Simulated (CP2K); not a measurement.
# HgTe (Coloradoite) (F-43m) in CP2K: a series of runs

Aim: see how the results for HgTe (Coloradoite) move with the level of theory and the settings. Levels: PBEsol, LDA, r2SCAN, TB-mBJ, PBE. Tasks: band structure.

All numbers are computed with CP2K 2026.2; they aren't measurements. Logs are shortened: lines on timing, memory, paths and dates and some standing lists are left out, and cuts for length are marked.

**1. Starting point**

Symmetry: F-43m, No. 216, cubic system. Conventional cell: a = 6.429 Å, b = 6.429 Å, c = 6.429 Å, α = 90.00°, β = 90.00°, γ = 90.00°. Hg (site symmetry -43m) has 4 Te at 2.78 Å as nearest neighbours. Around Te (site symmetry -43m) lie 4 Hg at 2.78 Å.

**2. Band structure, PBEsol**

File hgte_bands.inp:

```
&GLOBAL
  PROJECT hgte_bands
  RUN_TYPE ENERGY_FORCE
  PRINT_LEVEL LOW
&END GLOBAL
&FORCE_EVAL
  METHOD QS
  STRESS_TENSOR ANALYTICAL
  &DFT
    BASIS_SET_FILE_NAME BASIS_MOLOPT_UZH
    POTENTIAL_FILE_NAME POTENTIAL_UZH
    &MGRID
      CUTOFF 450
      REL_CUTOFF 60
      NGRIDS 5
    &END MGRID
    &QS
      METHOD GPW
      EPS_DEFAULT 1.0E-10
    &END QS
    &KPOINTS
      SCHEME MONKHORST-PACK 7 7 7
      GAMMA_CENTERED T
      SYMMETRY T
      SYMMETRY_BACKEND SPGLIB
    &END KPOINTS
    &SCF
      SCF_GUESS ATOMIC
      EPS_SCF 1.0E-6
      MAX_SCF 100
      ADDED_MOS 10
      CHOLESKY OFF
      EPS_EIGVAL 1.0E-7
      &DIAGONALIZATION ON
        ALGORITHM STANDARD
      &END DIAGONALIZATION
      &MIXING ON
        METHOD BROYDEN_MIXING
        ALPHA 0.4
        BETA 1.5
        NBUFFER 8
      &END MIXING
      &SMEAR ON
        METHOD FERMI_DIRAC
        ELECTRONIC_TEMPERATURE [K] 116.045
      &END SMEAR
    &END SCF
    &XC
      &XC_FUNCTIONAL
        &GGA_X_PBE_SOL
        &END GGA_X_PBE_SOL
        &GGA_C_PBE_SOL
        &END GGA_C_PBE_SOL
      &END XC_FUNCTIONAL
    &END XC
    &PRINT
      &KPOINTS ON
      &END KPOINTS
      &MULLIKEN ON
      &END MULLIKEN
      &MO ON
        ENERGIES T
        OCCUPATION_NUMBERS T
        &EACH
          QS_SCF 0
        &END EACH
        ADD_LAST NUMERIC
      &END MO
      &LOWDIN ON
      &END LOWDIN
      &HIRSHFELD ON
        SHAPE_FUNCTION DENSITY
      &END HIRSHFELD
      &BAND_STRUCTURE
        FILE_NAME bands.bs
        ADDED_MOS 6
        &KPOINT_SET
          UNITS B_VECTOR
          NPOINTS 10
          SPECIAL_POINT GAMMA 0.00000000 0.00000000 0.00000000
          SPECIAL_POINT X 0.50000000 0.00000000 0.50000000
          SPECIAL_POINT W 0.50000000 0.25000000 0.75000000
          SPECIAL_POINT K 0.37500000 0.37500000 0.75000000
          SPECIAL_POINT GAMMA 0.00000000 0.00000000 0.00000000
          SPECIAL_POINT L 0.50000000 0.50000000 0.50000000
          SPECIAL_POINT U 0.62500000 0.25000000 0.62500000
          SPECIAL_POINT W 0.50000000 0.25000000 0.75000000
          SPECIAL_POINT L 0.50000000 0.50000000 0.50000000
          SPECIAL_POINT K 0.37500000 0.37500000 0.75000000
        &END KPOINT_SET
        &KPOINT_SET
          UNITS B_VECTOR
          NPOINTS 10
          SPECIAL_POINT U 0.62500000 0.25000000 0.62500000
          SPECIAL_POINT X 0.50000000 0.00000000 0.50000000
        &END KPOINT_SET
      &END BAND_STRUCTURE
    &END PRINT
  &END DFT
  &SUBSYS
    &CELL
      A 4.5459894962 0.0000000000 0.0000000000
      B 2.2729947481 3.9369423891 0.0000000000
      C 2.2729947481 1.3123141297 3.7117848806
      PERIODIC XYZ
    &END CELL
    &COORD
      Hg  0.0000000000 0.0000000000 0.0000000000
      Te  6.8189842443 3.9369423891 2.7838386604
    &END COORD
    &KIND Hg
      BASIS_SET TZVP-MOLOPT-PBE-GTH-q12
      POTENTIAL GTH-PBE-q12
    &END KIND
    &KIND Te
      BASIS_SET TZVP-MOLOPT-PBE-GTH-q6
      POTENTIAL GTH-PBE-q6
    &END KIND
    &PRINT
      &ATOMIC_COORDINATES ON
      &END ATOMIC_COORDINATES
      &CELL ON
      &END CELL
    &END PRINT
  &END SUBSYS
  &PRINT
    &FORCES ON
    &END FORCES
    &STRESS_TENSOR ON
    &END STRESS_TENSOR
  &END PRINT
&END FORCE_EVAL
```

Potentials or basis: POTENTIAL_UZH Hg GTH-PBE-q12, Te GTH-PBE-q6; TZVP-MOLOPT-PBE-GTH basis.

Run with:

```bash
> OMP_NUM_THREADS=1 cp2k.psmp -i hgte_bands.inp -o hgte_bands.out
```

hgte_bands.out:

```text

 CP2K| version string:                                       CP2K version 2026.2
 CP2K| Input file name                                            hgte_bands.inp

 GLOBAL| Force Environment number                                              1
 GLOBAL| Basis set file name                                    BASIS_MOLOPT_UZH
 GLOBAL| Potential file name                                       POTENTIAL_UZH
 GLOBAL| MM Potential file name                                     MM_POTENTIAL
 GLOBAL| Coordinate file name                                      __STD_INPUT__
 GLOBAL| Method name                                                        CP2K
 GLOBAL| Project name                                                 hgte_bands
 GLOBAL| Run type                                                   ENERGY_FORCE
 GLOBAL| FFT library                                                       FFTW3
[... 6 lines left out ...]
 GLOBAL| Total number of message passing processes                             1
 GLOBAL| Number of threads for this process                                    1
 GLOBAL| CPU model name                                                  UNKNOWN

 CELL| Volume [angstrom^3]:                                            66.430923
 CELL| Vector a [angstrom]:       4.546     0.000     0.000   |a| =     4.545989
 CELL| Vector b [angstrom]:       2.273     3.937     0.000   |b| =     4.545989
 CELL| Vector c [angstrom]:       2.273     1.312     3.712   |c| =     4.545989
 CELL| Angle (b,c), alpha [degree]:                                    60.000000
 CELL| Angle (a,c), beta  [degree]:                                    60.000000
 CELL| Angle (a,b), gamma [degree]:                                    60.000000
 CELL| Numerically orthorhombic:                                              NO
 CELL| Periodicity                                                           XYZ

 CELL_REF| Volume [angstrom^3]:                                        66.430923
 CELL_REF| Vector a [angstrom     4.546     0.000     0.000   |a| =     4.545989
 CELL_REF| Vector b [angstrom     2.273     3.937     0.000   |b| =     4.545989
 CELL_REF| Vector c [angstrom     2.273     1.312     3.712   |c| =     4.545989
 CELL_REF| Angle (b,c), alpha [degree]:                                60.000000
 CELL_REF| Angle (a,c), beta  [degree]:                                60.000000
 CELL_REF| Angle (a,b), gamma [degree]:                                60.000000
 CELL_REF| Numerically orthorhombic:                                          NO
 CELL_REF| Periodicity                                                       XYZ
[... 10 lines left out ...]

  Total number of            - Atomic kinds:                                   2
                             - Atoms:                                          2
                             - Shell sets:                                     2
                             - Shells:                                        17
                             - Primitive Cartesian functions:                 10
                             - Cartesian basis functions:                     58
                             - Spherical basis functions:                     51

  Maximum angular momentum of- Orbital basis functions:                        3
                             - Local part of the GTH pseudopotential:          0
                             - Non-local part of the GTH pseudopotential:      4

 MODULE QUICKSTEP: ATOMIC COORDINATES IN ANGSTROM

   Atom Kind Element         X             Y             Z       Z(eff)     Mass
      1    1 Hg   80      0.000000      0.000000      0.000000  12.0000 200.5900
      2    2 Te   52      6.818984      3.936942      2.783839   6.0000 127.6000

 SCF PARAMETERS         Density guess:                                    ATOMIC
                        --------------------------------------------------------
                        max_scf:                                             100
[... 7 lines left out ...]
                        --------------------------------------------------------
                        level_shift [a.u.]:                             0.000000
                        added MOs                                        10    0
                        --------------------------------------------------------
                        Mixing method:                            BROYDEN_MIXING
                                                charge density mixing in g-space
                        --------------------------------------------------------
                        Smear method:                                FERMI_DIRAC
                        Electronic temperature [K]:                        116.0
                        Electronic temperature [a.u.]:                  3.67E-04
                        Accuracy threshold:                             1.00E-10
[... 51 lines left out ...]
     1 NoMix/Diag. 0.40E+00    1.3     1.23325135       -49.3189117737 -4.93E+01
     2 Broy./Diag. 0.40E+00    1.3     0.03976853       -49.8289438979 -5.10E-01
     3 Broy./Diag. 0.40E+00    1.3     0.08429901       -49.4458474986  3.83E-01
     4 Broy./Diag. 0.40E+00    1.3     0.01805086       -49.1822220703  2.64E-01
     5 Broy./Diag. 0.40E+00    1.3     0.00141117       -49.1935099928 -1.13E-02
     6 Broy./Diag. 0.40E+00    1.3     0.00111349       -49.2075041650 -1.40E-02
     7 Broy./Diag. 0.40E+00    1.3     0.00070132       -49.1998377489  7.67E-03
     8 Broy./Diag. 0.40E+00    1.3     0.00092133       -49.1931569517  6.68E-03
     9 Broy./Diag. 0.40E+00    1.3     0.00007554       -49.1924149118  7.42E-04
    10 Broy./Diag. 0.40E+00    1.3     0.00007653       -49.1927886092 -3.74E-04
    11 Broy./Diag. 0.40E+00    1.3     0.00000974       -49.1926935129  9.51E-05
    12 Broy./Diag. 0.40E+00    1.3     0.00000463       -49.1927135119 -2.00E-05
    13 Broy./Diag. 0.40E+00    1.3     0.00000121       -49.1927205364 -7.02E-06
    14 Broy./Diag. 0.40E+00    1.3     0.00000025       -49.1927208174 -2.81E-07

  *** SCF run converged in    14 steps ***

  Electronic density on regular grids:        -17.9999999995        0.0000000005
  Core density on regular grids:               17.9999999968       -0.0000000032
  Total charge density on r-space grids:       -0.0000000027
  Total charge density g-space grids:          -0.0000000027

  Overlap energy of the core charge distribution:               0.00000000447359
  Self energy of the core charge distribution:                -88.92489058408499
  Core Hamiltonian energy:                                     25.40896143949151
  Hartree energy:                                              22.00462386869978
  Exchange-correlation energy:                                 -7.68141145414125
  Electronic entropic energy:                                  -0.00000409179984
  Fermi energy:                                                 0.15832102185811

  Total energy:                                               -49.19272081736120
  Total energy (extrapolated to T->0):                        -49.19271877146128

 MO| EIGENVALUES AND OCCUPATION NUMBERS FOR K POINT 1
 MO|
 MO|  Index      Eigenvalue [a.u.]        Eigenvalue [eV]             Occupation
 MO|      1              -0.268004              -7.292762               2.000000
 MO|      2              -0.111156              -3.024701               2.000000
 MO|      3              -0.111156              -3.024701               2.000000
 MO|      4              -0.093795              -2.552279               2.000000
 MO|      5              -0.093795              -2.552279               2.000000
 MO|      6              -0.090173              -2.453736               2.000000
[... 349 lines left out ...]
 MO|     18               0.750917              20.433480               0.000000
 MO|     19               0.750917              20.433496               0.000000
 MO| Sum:                                                              18.000000
 MO| E(Fermi):            0.158321 a.u.          4.308134 eV
 MO| Band gap:            0.053406 a.u.          1.453249 eV

 [... the levels of further k-points ...]

 !-----------------------------------------------------------------------------!
                     Mulliken Population Analysis

 #  Atom  Element  Kind  Atomic population                           Net charge
       1     Hg       1         11.734914                              0.265086
       2     Te       2          6.265086                             -0.265086
 # Total charge                             18.000000                  0.000000

 !-----------------------------------------------------------------------------!

 !-----------------------------------------------------------------------------!
                           Hirshfeld Charges

  #Atom  Element  Kind  Ref Charge     Population                    Net charge
      1       Hg     1      12.000         11.875                         0.125
      2       Te     2       6.000          6.125                        -0.125

  Total Charge                                                            0.000
 !-----------------------------------------------------------------------------!

 LOWDIN POPULATION ANALYSIS

 #  Atom  Element  Kind  Atomic population                           Net charge
       1     Hg       1         13.549913                             -1.549913
       2     Te       2          4.450087                              1.549913
 # Total charge                             18.000000                  0.000000

 KPOINTS| Band Structure Calculation
 KPOINTS| Number of k-point sets                                               2
 KPOINTS| Number of added MOs/bands                                            6
 KPOINTS| Number of k-points in set    1                                      91
 KPOINTS| In units of b-vector [2pi/Bohr]
 KPOINTS| Special point     1       GAMMA     0.000000     0.000000     0.000000
 KPOINTS| Special point     2           X     0.500000     0.000000     0.500000
 KPOINTS| Special point     3           W     0.500000     0.250000     0.750000
 KPOINTS| Special point     4           K     0.375000     0.375000     0.750000
 KPOINTS| Special point     5       GAMMA     0.000000     0.000000     0.000000
 KPOINTS| Special point     6           L     0.500000     0.500000     0.500000
 KPOINTS| Special point     7           U     0.625000     0.250000     0.625000
 KPOINTS| Special point     8           W     0.500000     0.250000     0.750000
 KPOINTS| Special point     9           L     0.500000     0.500000     0.500000
 KPOINTS| Special point    10           K     0.375000     0.375000     0.750000
 KPOINTS| Number of k-points in set    2                                      11
 KPOINTS| In units of b-vector [2pi/Bohr]
 KPOINTS| Special point     1           U     0.625000     0.250000     0.625000
 KPOINTS| Special point     2           X     0.500000     0.000000     0.500000

 ENERGY| Total FORCE_EVAL ( QS ) energy [hartree]            -49.192721245882666

 FORCES| Atomic forces [hartree/bohr]
 FORCES|   Atom     x               y               z               |f|
 FORCES|      1 -6.36683338E-11  3.14691861E-09  2.61846427E-09   4.09432602E-09
 FORCES|      2  1.34020476E-10 -3.10617648E-09 -2.58944355E-09   4.04617248E-09
 FORCES| Sum     7.03521427E-11  4.07421299E-11  2.90207216E-11
 FORCES| Total atomic force                                       8.63223459E-11

 STRESS| Analytical stress tensor [bar]
 STRESS|                        x                   y                   z
 STRESS|      x        3.39631509331E+04  -8.64758463722E-03  -2.11528920086E-03
 STRESS|      y       -8.64758463722E-03   3.39632020993E+04   3.20591541252E-02
 STRESS|      z       -2.11528920086E-03   3.20591541252E-02   3.39631815531E+04
 STRESS| 1/3 Trace                                             3.39631781952E+04
 STRESS| Determinant                                           3.91764402271E+13

 STRESS| Eigenvectors and eigenvalues of the analytical stress tensor [bar]
 STRESS|                        1                   2                   3
 STRESS| Eigenvalues   3.39631488201E+04   3.39631593741E+04   3.39632263913E+04
 STRESS|      x           0.935313986038      0.336709307460     -0.108694939121
 STRESS|      y           0.281100843657     -0.520588210408      0.806207312593
 STRESS|      z          -0.214872202055      0.784611214203      0.581562704556
```

It took 23 s on 1 thread of Arm Neoverse V2, shared host; peak memory 0.33 GiB.

Results:

| Quantity | Value |
| --- | --- |
| Free energy | -1338.6020 eV |
| Pressure | 3.4 GPa |
| Band gap on the k mesh | none (metal or under the smearing width) |
| Mulliken charges | Hg +0.27; Te -0.27 e |
| Hirshfeld charges | Hg +0.12; Te -0.12 e |

Levels at the corners of the path, in eV from the Fermi level:
```
point  band 7  band 8  band 9  band 10  band 11  band 12
    Γ   -0.76   -0.01   -0.01    -0.01     4.09     4.09
    X   -5.60   -2.42   -2.42     1.81     2.27     8.21
    W   -5.72   -2.86   -2.71     3.15     4.52     5.24
    K   -5.65   -3.11   -2.01     2.15     3.93     7.08
    Γ   -0.76   -0.01   -0.01    -0.01     4.09     4.09
    L   -5.71   -1.06   -1.06     0.59     4.95     4.95
    U   -5.65   -3.11   -2.01     2.15     3.93     7.08
    W   -5.72   -2.86   -2.71     3.15     4.52     5.24
    L   -5.71   -1.06   -1.06     0.59     4.95     4.95
    K   -5.65   -3.11   -2.01     2.15     3.93     7.08
    U   -5.65   -3.11   -2.01     2.15     3.93     7.08
    X   -5.60   -2.42   -2.42     1.81     2.27     8.21
```

Caveat: Mulliken charges move with the basis; the potentials were made for another functional, which shifts forces and pressure; spin-orbit coupling is left out, which moves the levels of the heavy elements; the basis of atomic orbitals isn't converged, which shifts pressures, moduli and gaps.

**3. Band structure, LDA**

Changes to hgte_bands.inp since step 2:

```diff
@@ -10,3 +10,3 @@
     BASIS_SET_FILE_NAME BASIS_MOLOPT_UZH
-    POTENTIAL_FILE_NAME POTENTIAL_UZH
+    POTENTIAL_FILE_NAME GTH_POTENTIALS
     &MGRID
@@ -18,3 +18,3 @@
       METHOD GPW
-      EPS_DEFAULT 1.0E-10
+      EPS_DEFAULT 1.0E-9
     &END QS
@@ -44,3 +44,3 @@
         METHOD FERMI_DIRAC
-        ELECTRONIC_TEMPERATURE [K] 116.045
+        ELECTRONIC_TEMPERATURE [K] 580.226
       &END SMEAR
@@ -49,6 +49,6 @@
       &XC_FUNCTIONAL
-        &GGA_X_PBE_SOL
-        &END GGA_X_PBE_SOL
-        &GGA_C_PBE_SOL
-        &END GGA_C_PBE_SOL
+        &LDA_X
+        &END LDA_X
+        &LDA_C_PW
+        &END LDA_C_PW
       &END XC_FUNCTIONAL
@@ -68,7 +68,2 @@
       &END MO
-      &LOWDIN ON
-      &END LOWDIN
-      &HIRSHFELD ON
-        SHAPE_FUNCTION DENSITY
-      &END HIRSHFELD
       &BAND_STRUCTURE
@@ -78,3 +73,3 @@
           UNITS B_VECTOR
-          NPOINTS 10
+          NPOINTS 6
           SPECIAL_POINT GAMMA 0.00000000 0.00000000 0.00000000
@@ -92,3 +87,3 @@
           UNITS B_VECTOR
-          NPOINTS 10
+          NPOINTS 6
           SPECIAL_POINT U 0.62500000 0.25000000 0.62500000
@@ -101,5 +96,4 @@
     &CELL
-      A 4.5459894962 0.0000000000 0.0000000000
-      B 2.2729947481 3.9369423891 0.0000000000
-      C 2.2729947481 1.3123141297 3.7117848806
+      ABC 4.5459894962 4.5459894962 4.5459894962
+      ALPHA_BETA_GAMMA 60.0000000000 60.0000000002 60.0000000003
       PERIODIC XYZ
@@ -107,4 +101,5 @@
     &COORD
+      SCALED
       Hg  0.0000000000 0.0000000000 0.0000000000
-      Te  6.8189842443 3.9369423891 2.7838386604
+      Te  0.7500000000 0.7500000000 0.7500000000
     &END COORD
@@ -112,3 +107,3 @@
       BASIS_SET TZVP-MOLOPT-PBE-GTH-q12
-      POTENTIAL GTH-PBE-q12
+      POTENTIAL GTH-PADE-q12
     &END KIND
@@ -116,3 +111,3 @@
       BASIS_SET TZVP-MOLOPT-PBE-GTH-q6
-      POTENTIAL GTH-PBE-q6
+      POTENTIAL GTH-PADE-q6
     &END KIND
```

Potentials or basis: GTH_POTENTIALS Hg GTH-PADE-q12, Te GTH-PADE-q6; TZVP-MOLOPT-PBE-GTH basis.

Run with:

```bash
> OMP_NUM_THREADS=1 cp2k.psmp -i hgte_bands.inp -o hgte_bands.out
```

Wall time 19 s (1 thread of Arm Neoverse V2, shared host); peak memory 0.31 GiB.

It converged, with:

| Item | Value |
| --- | --- |
| Free energy | -1344.9748 eV |
| Pressure | 0.9 GPa |
| Band gap on the k mesh | none (metal or under the smearing width) |
| Mulliken charges | Hg -0.04; Te +0.04 e |

Levels at the corners of the path, in eV from the Fermi level:
| point | band 7 | band 8 | band 9 | band 10 | band 11 | band 12 |
| --- | --- | --- | --- | --- | --- | --- |
| Γ | -0.87 | -0.04 | -0.04 | -0.04 | 4.13 | 4.13 |
| X | -5.62 | -2.42 | -2.42 | 1.80 | 2.29 | 8.15 |
| W | -5.73 | -2.85 | -2.70 | 3.09 | 4.52 | 5.26 |
| K | -5.66 | -3.10 | -2.01 | 2.14 | 3.92 | 7.09 |
| Γ | -0.87 | -0.04 | -0.04 | -0.04 | 4.13 | 4.13 |
| L | -5.72 | -1.08 | -1.08 | 0.55 | 4.99 | 4.99 |
| U | -5.66 | -3.10 | -2.01 | 2.14 | 3.92 | 7.09 |
| W | -5.73 | -2.85 | -2.70 | 3.09 | 4.52 | 5.26 |
| L | -5.72 | -1.08 | -1.08 | 0.55 | 4.99 | 4.99 |
| K | -5.66 | -3.10 | -2.01 | 2.14 | 3.92 | 7.09 |
| U | -5.66 | -3.10 | -2.01 | 2.14 | 3.92 | 7.09 |
| X | -5.62 | -2.42 | -2.42 | 1.80 | 2.29 | 8.15 |

Caveat: Mulliken charges move with the basis; spin-orbit coupling is left out, which moves the levels of the heavy elements; the basis of atomic orbitals isn't converged, which shifts pressures, moduli and gaps.

(Part 1 of 2 ends here.)
